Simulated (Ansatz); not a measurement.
# SiC (F-43m):N_C, thermodynamic levels from a 54-atom cell

Aim: at which Fermi levels does N_C in SiC (F-43m) change its charge? The model is a cell of 54 host atoms with 1 C taken out and 1 N put in.

Calculated with Ansatz 0.2.0; place-levels on r2SCAN runs: charge-transition levels and formation energies with image-charge correction and potential alignment at the atomic sites; PAW set soft_1.

**What experiment says.**

For SiC, cubic 3C zincblende (literature value), “Insight into the structural, elastic and electronic properties of a new orthorhombic 6O-SiC polytype” (2020, pmc:7200658) quotes earlier work: band gap (indirect gap) 2.4 eV [literature value; measurement temperature and method not stated].

## 1. Set-up

The cell holds 54 atoms: 27 Si, 26 C and 1 N. Its edges and angles: a = 9.242 Å, b = 9.242 Å, c = 9.242 Å, α = 60.0°, β = 60.0°, γ = 60.0°. It derives from SiC (space group F-43m). Nearest the centre at fractional (0.417, 0.417, 0.417): N28 at 0.00 Å, Si29 at 1.89 Å, Si33 at 1.89 Å, Si45 at 1.89 Å, Si27 at 1.89 Å, C46 at 3.08 Å, C34 at 3.08 Å, C16 at 3.08 Å.

As a file:

```xyz
54
Lattice="0.0000 6.5349 6.5349 6.5349 0.0000 6.5349 6.5349 6.5349 0.0000" Properties=species:S:1:pos:R:3 pbc="T T T"
Si    0.0000    0.0000    0.0000
C     1.0891    1.0891    1.0891
Si    2.1783    2.1783    0.0000
C     3.2674    3.2674    1.0891
Si    4.3566    4.3566    0.0000
C     5.4457    5.4457    1.0891
Si    2.1783    0.0000    2.1783
C     3.2674    1.0891    3.2674
Si    4.3566    2.1783    2.1783
C     5.4457    3.2674    3.2674
Si    6.5349    4.3566    2.1783
C     7.6240    5.4457    3.2674
Si    4.3566    0.0000    4.3566
C     5.4457    1.0891    5.4457
Si    6.5349    2.1783    4.3566
C     7.6240    3.2674    5.4457
Si    8.7132    4.3566    4.3566
C     9.8023    5.4457    5.4457
Si    0.0000    2.1783    2.1783
C     1.0891    3.2674    3.2674
Si    2.1783    4.3566    2.1783
C     3.2674    5.4457    3.2674
Si    4.3566    6.5349    2.1783
C     5.4457    7.6240    3.2674
Si    2.1783    2.1783    4.3566
C     3.2674    3.2674    5.4457
Si    4.3566    4.3566    4.3566
N     5.4457    5.4457    5.4457
Si    6.5349    6.5349    4.3566
C     7.6240    7.6240    5.4457
Si    4.3566    2.1783    6.5349
C     5.4457    3.2674    7.6240
Si    6.5349    4.3566    6.5349
C     7.6240    5.4457    7.6240
Si    8.7132    6.5349    6.5349
C     9.8023    7.6240    7.6240
Si    0.0000    4.3566    4.3566
C     1.0891    5.4457    5.4457
Si    2.1783    6.5349    4.3566
C     3.2674    7.6240    5.4457
Si    4.3566    8.7132    4.3566
C     5.4457    9.8023    5.4457
Si    2.1783    4.3566    6.5349
C     3.2674    5.4457    7.6240
Si    4.3566    6.5349    6.5349
C     5.4457    7.6240    7.6240
Si    6.5349    8.7132    6.5349
C     7.6240    9.8023    7.6240
Si    4.3566    4.3566    8.7132
C     5.4457    5.4457    9.8023
Si    6.5349    6.5349    8.7132
C     7.6240    7.6240    9.8023
Si    8.7132    8.7132    8.7132
C     9.8023    9.8023    9.8023
```

The host's dielectric constants go in as inputs: 7.06 for the electrons alone, 10.43 with the ions, computed on the host (DFPT, PBEsol, on the r2SCAN cell), and a cell off the functional's own equilibrium shifts the ionic part.

The cell's shortest repeat is 9.2 Å.

## 2. The runs of each charge state

Levels follow from differences of total energies between charge states, each relaxed by itself.

Each atom starts 0.05 Å or so off its site in a random direction: a symmetric start keeps its symmetry, and would miss off-centre moves and Jahn–Teller distortions. Forces are taken on a 2×2×2 shifted mesh. The cell holds 1 electron more than the neutral one, with a uniform background that keeps it neutral on the whole.

The sampling was tested on the host first: at the k-points planned (1x1x1 shifted 0.25 0.25 0.25) its energy lies 0.119 eV an atom from the dense-mesh value, so the final energies take a denser sampling.

One state's input; the others differ in charge, spin, start and seed, and in occupations where the table says so.

qm1.relax/input.yaml reads:

```yaml
crystal:
  lattice:
    - [0.0, 2.17829624, 2.17829624]
    - [2.17829624, 0.0, 2.17829624]
    - [2.17829624, 2.17829624, 0.0]
  atoms:
    - { symbol: Si, position: [0.0, 0.0, 0.0] }
    - { symbol: C, position: [0.25, 0.25, 0.25] }
  supercell: [3, 3, 3]
  defects: [{ substitution: { at: 27, symbol: "N" } }]
total_charge: -1
basis:
  ecutwfc: 500
  xc_grid: 2
hamiltonian:
  xc: r2scan
  pseudopotentials: { kind: paw, azcp: { folder: soft_1 } }
kpoints:
  mp_grid: { grid: [2, 2, 2], shift: [0.5, 0.5, 0.5] }
scf:
  occupations: { method: fixed }
  max_iter: 60
output:
  forces: true
  charged_corrections: { epsilon: 7.06, static_epsilon: 10.43 }
relax:
  f_tol: 0.02
  max_steps: 80
  random_displacement: { amplitude: 0.05, seed: 9415 }
checkpoint:
  write: "../qm1.relax.run"
  compress: false
  write_wavefunctions: true
  write_every: 100000
```

Run with:

```bash
ansatz run input.yaml --threads 4 --pin off --max-ram 7536MiB --backend cpu --events-out ev --progress --plain --runs-dir out
```

The run of this state that the levels use, under r2SCAN:

qm1.point/input.yaml reads:

```yaml
crystal:
  checkpoint: "../qm1.relax.run"
  host: checkpoint
total_charge: -1
basis:
  ecutwfc: 500
  xc_grid: 2
hamiltonian:
  xc: r2scan
  pseudopotentials: { kind: paw, azcp: { folder: soft_1 } }
kpoints:
  mp_grid: { grid: [2, 2, 2], shift: [0.5, 0.5, 0.5] }
scf:
  occupations: { method: fixed }
  max_iter: 60
output:
  forces: true
  eigenvalues: true
  charged_corrections:
    epsilon: 7.06
    static_epsilon: 10.43
    defect_position: [0.416667, 0.416667, 0.416667]
  eigenstates: { localisation: true }
  populations: true
  band_densities: [{ bands: [v1, v1] }, { bands: [c1, c1] }]
  write_density: true
  write_potential: true
  volumetric_format: npy
checkpoint:
  read: "../qm1.relax.run"
  write: "../qm1.point.run"
  compress: false
  write_wavefunctions: false
  write_every: 100000
```

Relaxations under r2SCAN at a 2×2×2 shifted mesh; times on 4 threads of Intel Xeon Platinum 8259CL at 2.50GHz (Skylake/Cascade Lake), shared host:

```
charge  moment (μB)  occupations    outcome  steps  largest displacement against the far atoms (Å)     time
    −1            0        fixed  converged      5                                            0.04  1.9 min
     0            1        fixed  converged      5                                            0.03  5.3 min
    +1            0        fixed  converged      5                                            0.03  2.3 min
    −1            2        fixed  converged      6                                            0.04  6.6 min
```

Single points under r2SCAN at a 2×2×2 shifted mesh; times on 4 threads of Intel Xeon Platinum 8259CL at 2.50GHz (Skylake/Cascade Lake), shared host:

```
charge  moment (μB)  occupations    outcome  time
    −1            0        fixed  converged  27 s
     0            1        fixed  converged  58 s
    +1            0        fixed  converged  29 s
    −1            2        fixed  converged  62 s
```

Distances (Å) from N28 to the nearest atoms after relaxation with r2SCAN:

```
charge  moment (μB)       1.       2.       3.       4.      5.      6.
    −1            0  Si 1.92  Si 1.92  Si 1.92  Si 1.92  C 3.07  C 3.07
    −1            2  Si 1.92  Si 1.92  Si 1.92  Si 1.93  C 3.07  C 3.07
     0            1  Si 1.92  Si 1.92  Si 1.92  Si 1.92  C 3.07  C 3.07
    +1            0  Si 1.91  Si 1.91  Si 1.91  Si 1.91  C 3.07  C 3.07
```

## 3. Placing the levels, r2SCAN

A charged cell interacts with its images and the background, and its potential has another zero than the host's. place-levels removes the first by a point-charge model, screened by the static dielectric constant since the ions have relaxed around the charge, and the second by comparing potentials at atoms far from the defect.

The host is a run of the defect-free crystal in the same cutoffs, grids and k-points, so that basis and sampling errors cancel in part in the differences. The host is run in a cell of 2 atoms on a matching mesh. Its band edges are searched through the zone by a band path, so the gap is smaller than, or equal to, that on the mesh. Chemical potentials are energies per atom of C (diamond) and N (N2 molecule), run with the same functional and cutoff. Carbon is taken as diamond, which semilocal functionals can put about 0.1 eV an atom over graphite.

levels.point.yaml reads:

```yaml
host:
  run: host.point.run
states: [qm1.point.run, q0_M1.point.run, qp1.point.run, qm1_M2.point.run]
geometry_from:
  qm1.point.run: qm1.relax.run
  q0_M1.point.run: q0_M1.relax.run
  qp1.point.run: qp1.relax.run
  qm1_M2.point.run: qm1_M2.relax.run
  host.point.run: host.relax.run
chemical_potentials:
  C:
    energy: -251.553391
    dataset: "<sha256 of the dataset>"
  "N":
    energy: -384.814403
    dataset: "<sha256 of the dataset>"
epsilon: 7.06
static_epsilon: 10.43
vertical:
  - { from: qm1.point.run, to: qm1.point_neutral.run }
  - { from: qp1.point.run, to: qp1.point_neutral.run }
  - { from: qm1_M2.point.run, to: qm1_M2.point_neutral.run }
```

Run with:

```bash
ansatz place-levels levels.point.yaml -- --threads 4 --pin off --max-ram 7536MiB
```

Numbers of over 12 decimals in the logs are rounded to 6 here.

Log:

```text
[... repeated set-up lines and file paths are left out, and long positions are rounded to six places ...]
(+1/0) 1.762 eV above the valence edge (+2.012 eV without the band-filling correction), in the conduction band; not on the lower envelope
(0/-1) 1.740 eV above the valence edge (+2.395 eV without the band-filling correction), in the conduction band; not on the lower envelope
(+1/-1) 1.751 eV above the valence edge (+2.204 eV without the band-filling correction), in the conduction band: charges between them are lowest nowhere
formation energy of charge +1: -2.246 eV with the Fermi level at the valence edge
formation energy of charge 0: -0.484 eV with the Fermi level at the valence edge
formation energy of charge -1: +1.255 eV with the Fermi level at the valence edge
vertical -1 to 0: no energy, since no alignment is typed
  the change from vertical[0].from (qm1.point.run) to vertical[0].to (qm1.point_neutral.run): by its potential at epsilon 7.06 it stands at 0.388 0.387 0.388, with an rms radius of about 4.7 Å (2.7 2.7 2.7 Å across the planes of the cell's vectors); [...]
vertical +1 to 0: no energy, since no alignment is typed
  the change from vertical[1].from (qp1.point.run) to vertical[1].to (qp1.point_neutral.run): by its potential at epsilon 7.06 it stands at 0.386 0.387 0.387, with an rms radius of about 4.6 Å (2.6 2.6 2.6 Å across the planes of the cell's vectors); [...]
vertical -1 to 0: no energy, since no alignment is typed
  the change from vertical[2].from (qm1_M2.point.run) to vertical[2].to (qm1_M2.point_neutral.run): by its potential at epsilon 7.06 it stands at 0.381 0.381 0.382, with an rms radius of about 4.1 Å (2.4 2.4 2.4 Å across the planes of the cell's vectors); [...]
  edges by r2scan, gap 1.710 eV; the host is sampled to repeats of 18.48 Å
  the defect's cells are sampled to repeats of 18.48 Å, like sampling
  charge +1: -24210.8020 eV with its correction of +0.223 eV, at epsilon 10.43, aligned at sites: -0.0188 eV, mean over 19 atomic sites at or beyond 4.62 Å from the defect at [0.4167, 0.4167, 0.4167], with +0.000000 for the charge's moments and without [...]
  charge 0: +0.000 eV for its dipole among its images, +0.000 omitted
  charge -1: -24187.6393 eV with its correction of +0.138 eV, at epsilon 10.43, aligned at sites: +0.1046 eV, mean over 19 atomic sites at or beyond 4.62 Å from the defect at [0.4167, 0.4167, 0.4167], with +0.000000 for the charge's moments and without [...]
  charge -1: states[3] (qm1_M2.point.run) stands 0.833 eV higher, with a moment of 2.00 μB against 0.00
  of states[2] (qp1.point.run): it parts from the run at its places by a charge that spreads by about 2.6 Å along one vector (1.3 Å or more is wide), by its potential at epsilon 7.06, taken for that of held ions (one typed too small widens it), where the cell [...]
  of states[1] (q0_M1.point.run): a band-filling correction moves a carrier to the host's band edge, which changes its energy by -0.251 eV; [...]
  of states[0] (qm1.point.run): it parts from the run at its places by a charge that spreads by about 2.7 Å along one vector (1.3 Å or more is wide), by its potential at epsilon 7.06, taken for that of held ions (one typed too small widens it), where the cell [...]
  of states[3] (qm1_M2.point.run): it parts from the run at its places by a charge that spreads by about 2.4 Å along one vector (1.3 Å or more is wide), by its potential at epsilon 7.06, taken for that of held ions (one typed too small widens it), where the [...]
  of vertical[0].from (qm1.point.run): it parts from the run at its places by a charge that spreads by about 2.7 Å along one vector (1.3 Å or more is wide), by its potential at epsilon 7.06, taken for that of held ions (one typed too small widens it), where [...]
  of vertical[0].to (qm1.point_neutral.run): stability_check_not_made
  of vertical[1].from (qp1.point.run): it parts from the run at its places by a charge that spreads by about 2.6 Å along one vector (1.3 Å or more is wide), by its potential at epsilon 7.06, taken for that of held ions (one typed too small widens it), where [...]
  of vertical[1].to (qp1.point_neutral.run): stability_check_not_made
  of vertical[2].from (qm1_M2.point.run): its moments are held at its close (magnetization.spin_locking), by a field of 0.479 eV a Bohr magneton, and its energy and levels are of the state that this holds: a run that lets them go can end lower; [...]
  of vertical[2].to (qm1_M2.point_neutral.run): stability_check_not_made
```

Elapsed: 0.85 s, on 4 threads of Intel Xeon Platinum 8259CL at 2.50GHz (Skylake/Cascade Lake), shared host.

Levels between the charges placed, in eV above the valence top:

```
        gap (eV)  (+1/0)  (0/−1)
r2SCAN      1.71    1.76    1.74
```

Corrections by state:

```
charge  moment (μB)  image terms and alignment (eV)  band filling (eV)  ε used  over the lowest of its charge, as the program ranks them, band filling apart (eV)
    +1          0.0                           0.223                  -   10.43                                                                              0.000
     0          1.0                           0.000             -0.251       -                                                                              0.000
    −1          0.0                           0.138             -0.906   10.43                                                                              0.000
    −1          2.0                           0.134                  -   10.43                                                                              0.833
```

The charged structures listed were also run neutral, and place-levels reads from each pair, by the potential or the spins, how wide the charge is by which they differ; that can be the carrier of either run.

```
charge  rms radius (Å)  spread where it is widest against the cell (Å)  wide from (Å)  reading
    +1             4.6                                            2.64           1.31     wide
    −1             4.7                                            2.72           1.31     wide
```

The neutral runs of these pairs need not share the spin of the lowest neutral state, and very wide values only mean spread over the cell.

From the program's caveats on the states, each cut to its opening words:

- charge +1: it parts from the run at its places by a charge that spreads by about 2.6 Å along one vector (1.3 Å or more is wide), by its potential at epsilon 7.06, taken [...]
- charge +1: its alignment with the host at atomic sites is doubtful: the mean over the far sites moves by -0.1392 eV from their farther parts to their nearer, more than [...]
- charge 0 (1 μB): a band-filling correction moves a carrier to the host's band edge, which changes its energy by -0.251 eV
- charge 0 (1 μB): its alignment with the host at atomic sites is doubtful: the mean over the far sites moves by -0.1424 eV from their farther parts to their nearer, more than [...]
- charge 0 (1 μB), −1 (2 μB): flagged: stability check not made
- charge −1: it parts from the run at its places by a charge that spreads by about 2.7 Å along one vector (1.3 Å or more is wide), by its potential at epsilon 7.06, taken [...]
- charge −1: a band-filling correction moves a carrier to the host's band edge, which changes its energy by -0.906 eV
- charge −1: its alignment with the host at atomic sites is doubtful: the mean over the far sites moves by -0.1500 eV from their farther parts to their nearer, more than [...]
- charge −1 (2 μB): it parts from the run at its places by a charge that spreads by about 2.4 Å along one vector (1.3 Å or more is wide), by its potential at epsilon 7.06, taken [...]
- charge −1 (2 μB): its alignment with the host at atomic sites is doubtful: the mean over the far sites moves by -0.1387 eV from their farther parts to their nearer, more than [...]
- charge −1 (2 μB): its moments are held at its close (magnetization.spin_locking), by a field of 0.479 eV a Bohr magneton, and its energy and levels are of the state that this [...]
- charge −1 (2 μB): filled levels lie above empty ones at the fixed electron count

The host's formation energy from the elements is -0.356 eV per atom; it sets how far the chemical potentials can move.

Formation energies (eV), C-rich (Δμ(C) = 0.00 eV, Δμ(Si) = -0.71 eV, Δμ(N) = 0.00 eV):

```
charge  Fermi level at the valence top  at the conduction bottom
    +1                           -2.25                     -0.54
     0                           -0.48                     -0.48
    −1                            1.26                     -0.45
```

Formation energies (eV), Si-rich (Δμ(Si) = 0.00 eV, Δμ(C) = -0.71 eV, Δμ(N) = 0.00 eV):

```
charge  Fermi level at the valence top  at the conduction bottom
    +1                           -2.96                     -1.25
     0                           -1.20                     -1.20
    −1                            0.54                     -1.17
```

## 4. What came out

```
gap of the host                                                          : 1.71 eV (r2SCAN)
level (plus 1/0)                                                         : 1.76 eV above the valence top, past the conduction bottom, not a change between lowest states (2.01 eV above the valence top without the band-filling term)
level (0/minus 1)                                                        : 1.74 eV above the valence top, past the conduction bottom, not a change between lowest states (2.39 eV above the valence top without the band-filling term)
lowest of the charges placed, just above the valence top (0.02 eV)       : +1
lowest of the charges placed, just below the conduction bottom (0.02 eV) : +1
lowest formation energy at mid-gap of the charges run, C-rich            : -1.39 eV
lowest formation energy at mid-gap of the charges run, Si-rich           : -2.10 eV
```

In words: Of the charges placed (−1, 0 and +1), +1 is the lowest from 0.02 eV above the valence top to 0.02 eV below the conduction bottom, a gap of 1.71 eV. Charges above +1 were not placed, so these runs say nothing of levels that involve them. States placed: +1 at 0 μB; 0 at 1 μB; −1 at 0 μB and 2 μB. Other spin states or structures, where not listed, weren't placed. The program finds carriers beyond a band edge of the host and adds a band-filling term at charge −1 (-0.91 eV) and 0 (-0.25 eV); steps to such a charge show no bound level, and a defect level inside a band would be read the same way. N is taken at its element; compounds, which aren't counted here, bound the chemical potentials and would shift these formation energies. The lowest formation energy (C-rich and Si-rich) is negative across the gap, so the defect would form by itself: these chemical potentials lie beyond what competing compounds allow, or the host is unstable against it. The program doubts the alignment of potentials for at least one state, a sign that the cell is small. What this leaves open: r2SCAN makes the gap too small and tends to spread out bound carriers; where a gas molecule sets a chemical potential or the host's formation energy, its binding is uncorrected.

Computed beside measured:

```
                             quantity  measured           r2SCAN
band gap (least gap of the host) (eV)       2.4  1.71 (-0.69 eV)
```

Measured values from pmc:7200658 (2020).

Verdict: The band gap is off by -0.69 eV: a clear miss. Local and semilocal functionals usually give gaps below the measured ones. Zero-point and thermal motion shift the measured gap.

[Logs are printed without paths, hosts, clocks, repeated set-up lines and the standing remarks that a program may print on its own settings, such as how far it seeks lower states.]

[Hosts, paths, dates, database ids (printed as entryN), source tags and the programs' standing remarks are cut or masked in the printed files.]

[Where a table of states has a column of steps, it counts the stored structures, which are thinned; the runs took as many ionic steps or more.]

[A defect's name tells the site on which it was built; relaxed atoms can leave that site.]

[For some hosts the program warned that the k-mesh of the response run may be too coarse for force constants and the static dielectric constant; such warnings are not shown here.]
